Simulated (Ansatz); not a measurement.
# HfO2 monolayer (2H): a soft mode frozen in, part 3 of 3

Wanted: the energy along a soft mode of HfO2 monolayer (2H) and the structure at the end.

Ansatz 0.2.0; DFT PBEsol, scalar-relativistic, plane waves, PAW.

So far. Step 4 (The mode frozen in, largest atomic shift 0.14 Å): The energy, extrapolated to zero smearing, is -6.40 meV/atom against the undistorted cell. Step 5 (Energy along the mode, all amplitudes (two of the runs …): The lowest of the steps tried is at 0.14 Å, 6.40 meV/atom below the parent; the bottom of the well need not coincide with a step.

## Step 7: The new phase in its own primitive cell

The relaxed structure is symmetrised, reduced to its primitive cell and relaxed tightly, as its phonons need.

input.yaml

```yaml
crystal:
  lattice:
    - [3.2188622343, 0.0, 0.0]
    - [-1.6094311171, 2.7876166093, 0.0]
    - [0.0, 0.0, 28.7]
  atoms:
    - { symbol: Hf, position: [0.2222222366, 0.4444444731, 0.3484320556] }
    - { symbol: O, position: [0.8888888609, 0.7777777218, 0.3820603836] }
    - { symbol: O, position: [0.5555555692, 0.1111111384, 0.3148037281] }
  periodic: [true, true, false]
kpoints:
  mp_grid: { grid: [9, 9, 1] }
hamiltonian:
  xc: pbesol
scf:
  occupations: { method: fixed }
output:
  forces: true
  stress: true
  eigenvalues: true
relax:
  adjacent_minimum: "off"
  f_tol: 0.001
  max_steps: 60
  cell: { stress_2d_tol: 0.002 }
```

Started as:

```console
> ansatz run input.yaml --threads 8 --pin off --max-ram 14336MiB --backend cpu --events-out ev --progress --plain --runs-dir out
```

Numbers of over 12 decimals in the logs are rounded to 6 here.

The log of the run:

```text
[...]
Crystal: 3 atoms, lattice volume = 257.524 Å³
Basis set: ecut = 420 eV, 5111 PW (Γ), exchange–correlation on 48×48×384 points (8 copies of the dense FFT grid, shifted against one another)
Bands: 23, of which v1, the nominal top of the filled ones, is band 19 counted from 1 (18 counted from 0)
Symmetry: 12 space group operations
[...]
k-points: 12 of 81
[...]
--- Relaxed structure (1 steps of the walk, 1 accepted, 1 SCFs on fresh bases) ---
[...]
cell:  # Å, volume = 257.5238 Å³
    - [3.218862, -2.8867539827025594e-11, 0.0]
    - [-1.609431, 2.787617, 0.0]
    - [0.0, 0.0, 28.7]
  atoms:
    - { symbol: Hf, position: [0.222222, 0.444444, 0.348432] }
    - { symbol: O, position: [0.8888888889, 0.777778, 0.382060] }
    - { symbol: O, position: [0.555556, 0.111111, 0.314804] }
[key lines of the parts left out:]
SCF converged after 10 iterations
Free energy (F): -16724.458395 eV
Fermi energy:    -7.937417 eV
P = ½ c Tr σ = -0.0003 N/m
```

It took 2.9 s on 8 threads of Arm Neoverse V1, shared host; peak memory 0.68 GiB; 18 s of CPU time.

Little changed from the start: no atom moved by 0.005 Å and no cell edge by 0.1 %.

This step gave:

```yaml
gap_on_the_k_mesh: 4.898 eV
direct_gap_on_mesh: 5.103 eV
```

The largest force component left is 0.055 meV/Å, within the tolerances set.

## Step 8: Modes of the new phase, k-mesh 9×9×1

A relaxed structure may still be a saddle point, so its zone-centre modes are computed. The response to a homogeneous field gives the Born charges and the dielectric tensor, and its change with displacement the Raman tensors.

input.yaml

```yaml
crystal:
  lattice:
    - [3.2188623169, 0.0, 0.0]
    - [-1.6094311584, 2.7876165378, 0.0]
    - [0.0, 0.0, 28.7]
  atoms:
    - { symbol: Hf, position: [0.2222222222, 0.4444444444, 0.3484320558] }
    - { symbol: O, position: [0.8888888889, 0.7777777778, 0.3820603835] }
    - { symbol: O, position: [0.5555555556, 0.1111111111, 0.314803728] }
  periodic: [true, true, false]
kpoints:
  mp_grid: { grid: [9, 9, 1] }
hamiltonian:
  xc: pbesol
scf:
  occupations: { method: fixed }
output:
  eigenvalues: true
phonons:
  method: dfpt
  dielectric: true
  raman: true
```

The log of the run:

```text
Warning: phonons.dielectric: true without phonons.rigid_motions: the static dielectric tensor ε⁰ will be withheld (ε∞, Z* and the rows of modes are given); for a crystal or a slab, whose only rigid motions are the translations, set phonons.rigid_motions: translations
[...]
Crystal: 3 atoms, lattice volume = 257.524 Å³
Basis set: ecut = 420 eV, 5111 PW (Γ), exchange–correlation on 48×48×384 points (8 copies of the dense FFT grid, shifted against one another)
Bands: 23, of which v1, the nominal top of the filled ones, is band 19 counted from 1 (18 counted from 0)
Symmetry: 12 space group operations
k-points: 25 of 81 (irreducible under 2 space group operations, time reversal used)
[...]
SCF iter   1: F=—  HF=-16724.486030 eV  |F-HF|=—  |Δ(HF+E_count)|=         —  Δρ=7.02e-3  dr2=1.21e-1  ethr=1.77e-3  ⟨swp⟩=6.8  Hψ=3214  notcnv=0  defer=49
[...]
SCF iter   9: F=-16724.458395 eV  HF=-16724.458395 eV  |F-HF|=1.82e-11  |Δ(HF+E_count)|=  3.02e-10  Δρ=1.01e-7  dr2=1.40e-11  ethr=1.00e-12  ⟨swp⟩=23.6  Hψ=6152  notcnv=0
SCF 1 converged in 9 iterations: F = -16724.458395 eV  dr2 = 1.40e-11
[...]
NSCF: frozen V_eff on 2 k-points
DFPT response loops at Γ: preconditioner auto → none (the input reference at scf.mixing.eps_inf says where Resta's filter doesn't serve); β = 0.50; Broyden in place of MSR1
── the response to a field inside a basis, on 10×10×1 k-points: an SCF that follows is theirs, and a resumed run solves both again ──
Bands: 20, of which v1, the nominal top of the filled ones, is band 19 counted from 1 (18 counted from 0)
k-points: 30 of 100 (irreducible under 2 space group operations, time reversal used)
[...]
Eigensolver: Dense (30 Hₖ)
SCF iter   1: F=—  HF=-16724.457759 eV  |F-HF|=—  |Δ(HF+E_count)|=         —  Δρ=1.75e-4  dr2=1.51e-5  ethr=1.00e-1
[...]
SCF iter   7: F=-16724.457756 eV  HF=-16724.457756 eV  |F-HF|=7.28e-12  |Δ(HF+E_count)|=  1.35e-10  Δρ=4.94e-8  dr2=3.97e-12  ethr=1.00e-12
SCF 1 converged in 7 iterations: F = -16724.457756 eV  dr2 = 3.97e-12
[...]
SCF converged after 9 iterations
Free energy (F): -16724.458395 eV
[...]
Internal energy: -16724.458395 eV  (E = F + TS)
E sigma→0 (E₀):  -16724.458395 eV
Fermi energy:    -7.937417 eV
[...]
--- Band table (eV; the first three rows and the last of 25) ---
  k-point 0: bands = [... 15 lower, -11.2626, -8.5524, -8.1150, -8.1150, -2.7536, -2.7536, -2.3118, -0.4653]
  k-point 1: bands = [... 15 lower, -11.1134, -8.6663, -8.3399, -8.2977, -2.7792, -2.4547, -1.9477, -0.3465]
  k-point 2: bands = [... 15 lower, -10.8057, -9.5047, -8.6564, -8.0442, -2.8695, -1.7779, -1.4860, -0.1067]
  k-point 24: bands = [... 15 lower, -10.4248, -9.3686, -9.2523, -8.0650, -2.4100, -2.0221, -1.1163, 1.3236]
--- Phonons (Γ-DFPT): 6 representative perturbations + reference, on 25 of 81 k-points (Σ response iterations 27) ---
  ASR residual: 1.795e-4 → 0.000e0 eV/Å²; symmetrization residual: 4.750e-6 eV/Å²
[...]
ASR residual per site (eV/Å²): 3.17e-5 1.79e-4 1.80e-4
  Γ frequencies (cm⁻¹): 0.00 0.00 0.00 276.52 276.52 521.47 521.47 532.07 548.73
  ε∞ (high-frequency dielectric tensor):
        1.618761     0.000000     0.000000
        0.000000     1.618761     0.000000
        0.000000     0.000000     1.102670
  α∞ (the layer's polarisability for a field applied outside it; Å, Gaussian; ε∞ is over the cell's 28.700 Å):
        1.413171     0.000000     0.000000
        0.000000     1.413171     0.000000
        0.000000     0.000000     0.234485
  ε⁰ (static dielectric tensor): not given — the deck does not say what the cell's rigid motions are, and on a molecule in a box or a wire the rigid rotations would enter the sum over the modes at Γ. For a crystal or a slab, whose only rigid motions are the translations, set phonons.rigid_motions: translations.
  Born effective charges Z* (e; rows j = field, columns β = displacement):
    site 0:
         6.12786    0.00000    0.00000
         0.00000    6.12786    0.00000
         0.00000    0.00000    0.90218
    site 1:
        -3.06393   -0.00000   -0.00000
        -0.00000   -3.06393   -0.00000
        -0.00000   -0.00000   -0.45109
    site 2:
        -3.06393   -0.00000   -0.00000
        -0.00000   -3.06393   -0.00000
        -0.00000   -0.00000   -0.45109
  Z* charge neutrality: 5.392e-5 e pre-enforcement
  k-mesh period / interband length: 29.0 Å / 1.34 Å = 21.68 at k = (0.0000, 0.0000, 0.0000), direct gap 5.361 eV — 14 or more, which is no proof of convergence; an axis of the mesh has one division: compare the results on two meshes, or along an axis of vacuum in a longer cell
  Raman tensors (in the event stream and the table raman_tensors.tsv): an entry may err by 3.6e-2 Å², one of the second-order susceptibility by 2.7e-21 pm/V (basis, points and sum rule); their sum over the sites missed zero by 4.441e-16 Å² ahead of its enforcement
  optical modes at Γ without the LO–TO term, one row a degenerate level:
      ω (cm⁻¹)  modes    IR ((D/Å)²/amu)  static Raman (Å⁴/amu)  depolarisation
        276.52      2            63.8561                 0.0000               —
        521.47      2             0.0000                46.4133           0.750
        532.07      1             0.6921                 0.0000               —
        548.73      1             0.0000                19.1518           0.076
```

Run time: 1.8 min. Hardware: 8 threads; peak memory 3.1 GiB; 13 min of CPU time.

Numbers from this step:

- sum-rule residual before enforcement: 1.80e-4 eV/Å²
- miss of the charge sum rule: 5.39e-5 e
- point group: -3m
- highest optical mode at the zone centre (no LO-TO term): 548.7 cm⁻¹
- lowest optical zone-centre mode: 276.5 cm⁻¹
- largest Born charge (third of the trace): 4.386 e

Without the LO-TO term. Patterns of degenerate modes are one choice out of their space. Modes at Γ, with each element's share of the kinetic energy:

```
mode  frequency (cm⁻¹)  symmetry  Hf %  O %
   1               0.0  acoustic    85   15
   2               0.0  acoustic    85   15
   3               0.0  acoustic    85   15
   4             276.5        Eu    15   85
   5             276.5        Eu    15   85
   6             521.5        Eg     0  100
   7             521.5        Eg     0  100
   8             532.1       A2u    15   85
   9             548.7       A1g     0  100
```

Displacements in mode 5 (276.5 cm⁻¹), the largest set to 1:
```
Hf1  0.00 -0.18  0.00
O2   0.00  1.00  0.00
O3   0.00  1.00  0.00
```

Displacements in mode 9 (548.7 cm⁻¹), the largest set to 1:
```
Hf1  0.00  0.00  0.00
O2   0.00  0.00  1.00
O3   0.00  0.00 -1.00
```

High-frequency dielectric tensor, averaged over the cell of height 28.7 Å or as lengthened by the program, vacuum included. Tensor:

```
       x      y      z
x  1.619      0      0
y      0  1.619      0
z      0      0  1.103
```

Born charge (rows field, columns displacement) (e), principal values of the symmetric part by kind of site:

```
atom  atoms with these values    low  middle   high   mean
 Hf1                        1   0.90    6.13   6.13   4.39
  O2                        2  -3.06   -3.06  -0.45  -2.19
```

In full for O2:

```
-3.06  0.00  0.00
 0.00 -3.06  0.00
 0.00  0.00 -0.45
```

Transverse modes. Lines of the infrared spectrum (strongest = 100):

```
position (cm⁻¹)  label  relative intensity
            276     Eu                 100
            522     Eg                 0.0
            532    A2u                 1.1
            549    A1g                 0.0
```

Activity x (w_L - w)^4 (n + 1)/w, 532 nm, 300 K. Lines of the Raman spectrum (strongest = 100):

```
position (cm⁻¹)  label  relative intensity
            276     Eu                 0.0
            522     Eg                 100
            532    A2u                 0.0
            549    A1g                  39
```

Before it was imposed, the acoustic sum rule was missed by 1.8e-4 eV/Å² and the charge sum rule by 5.4e-5 e. Small misses are needed for a sound result but don't prove that mesh and cutoff are converged. The lowest optical mode is real, 277 cm⁻¹.

## Step 9: What came out

| Property | Result |
| --- | --- |
| unstable mode of the parent | q = (0, 0, 0), 174i cm⁻¹ |
| depth at the lowest point sampled | 6.40 meV/atom |
| largest atomic shift at that point | 0.14 Å |
| space group reached (within 0.01 Å) | P-3m1 |
| energy gained over the parent (first relaxation, on the mesh of the frozen mode) | 541 meV/atom |
| area per atom, phase reached | 2.99 Å² |
| gap on the k-mesh, phase reached | 4.90 eV |
| lowest optical zone-centre mode, phase reached | 277 cm⁻¹ |
| highest optical mode at the zone centre (no LO-TO term), phase reached | 549 cm⁻¹ |

Along this mode the structure falls into P-3m1, 541 meV/atom below the parent. At the parent's cell the well is 6.396 meV/atom deep on the steps tried, with its lowest point at a shift of 0.14 Å. Relaxing atoms and cell changes the gain by +534.15 meV/atom against the lowest step (energies at zero smearing). Most of the total comes from this relaxation. The new phase has no imaginary mode at the zone centre of its cell; other wavevectors were not checked. Of the 4 patterns followed to their end from this parent, this one reaches the lowest energy. Each path keeps the symmetry of its pattern, so a lower phase may lie along a pattern not tried. In a sheet or slab the interpolated bending branch near Γ is rough, since the rotational sum rule isn't imposed. Dielectric tensors refer to the cell with its vacuum. Spin-orbit coupling is left out, which can matter for the heavy elements here. The starting cell was built on a prototype and not taken from a measurement.

[Logs are printed without paths, hosts, clocks, repeated set-up lines and the standing remarks that a program may print on its own settings, such as how far it seeks lower states.]

[Hosts, paths, dates, database ids (printed as entryN), source tags and the programs' standing remarks are cut or masked in the printed files.]
